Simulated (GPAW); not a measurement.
GaCuSe2:

```
Se Ga Cu
1.0
    -2.80955    2.80955    5.51300
     2.80955   -2.80955    5.51300
     2.80955    2.80955   -5.51300
Se Ga Cu
4 2 2
Direct
  0.12562 0.62500 0.00062
  0.87500 0.87438 0.49938
  0.62438 0.12500 0.99938
  0.37500 0.37562 0.50062
  0.25000 0.75000 0.50000
  0.50000 0.50000 0.00000
  0.75000 0.25000 0.50000
  0.00000 0.00000 0.00000
```

Base run:

* Program: GPAW 26.7.0
* Functional: PBE
* Potentials or basis: GPAW PAW data sets (gpaw-data 1.2.1)
* Cutoff: 450 eV
* Basis: pw
* k mesh: 5 × 5 × 5
* Occupations: fermi-dirac, width 0.001 eV
* Spin: no spin polarisation
* Hubbard terms: Cu d U = 6.0 eV

Its results: band gap on the k mesh 0.78 eV, direct; electronic dielectric tensor (diagonal) 10.89, 10.89, 12.44.

Task: After a change of settings the same cell gave: band gap on the k mesh 0.62 eV, direct; electronic dielectric tensor (diagonal) 13.38, 13.38, 16.68. Which change was it?
A. hubbard terms from Cu d U = 6.0 eV to none
B. hubbard terms from Cu d U = 6.0 eV to Cu d U = 4.0 eV
C. hubbard terms from Cu d U = 6.0 eV to Cu d U = 2.0 eV

Result: B.

Caveats: the long-wavelength limit can be off by several per cent where d states take part; response on these states lacks terms of the Hamiltonian; the gap is small at this level, which inflates the dielectric constant (some runs).
